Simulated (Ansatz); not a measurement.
AlN built on the wurtzite prototype (r2SCAN geometry), in Ansatz:

Space group P6_3mc (No. 186). a = 3.107 Å, b = 3.107 Å, c = 4.979 Å, α = 90.00°, β = 90.00°, γ = 120.00°
```csv
atom,site,symmetry,x,y,z
Al,2b,3m.,0.3333,0.6667,0.9967
N,2b,3m.,0.3333,0.6667,0.3783
```

G0W0@PBE with 156 empty bands, a screening cutoff of 140 eV and a 6×6×4 mesh (PAW, contour deformation) gives 5.876 eV over the mesh points, from a PBE gap of 4.232 eV; it sums over 164 bands with 147 plane waves in the screening and a wave cutoff of 420 eV. G0W0 here is at a finite number of bands, screening cutoff and k mesh, not at the basis limit. Spin-unpolarised throughout; all numbers are computed.

**Question.** Estimate the gap with mesh 9×9×4, empty bands 67, screening cutoff 80 eV.

**Answer.** 5.665 eV (-0.211 eV), from a Kohn-Sham gap of 4.232 eV.

**Question.** Another run gave a Kohn-Sham gap of 4.232 eV and a G0W0 gap of 5.943 eV, summing over 295 bands with 287 plane waves in the screening and a wave cutoff of 420 eV. What was changed?

**Answer.** Empty bands 287, screening cutoff 210 eV. The counts of bands and plane waves show it.

**Question.** Estimate the gap with potentials of the kind norm-conserving.

**Answer.** 5.871 eV (-0.005 eV), from a Kohn-Sham gap of 4.234 eV.
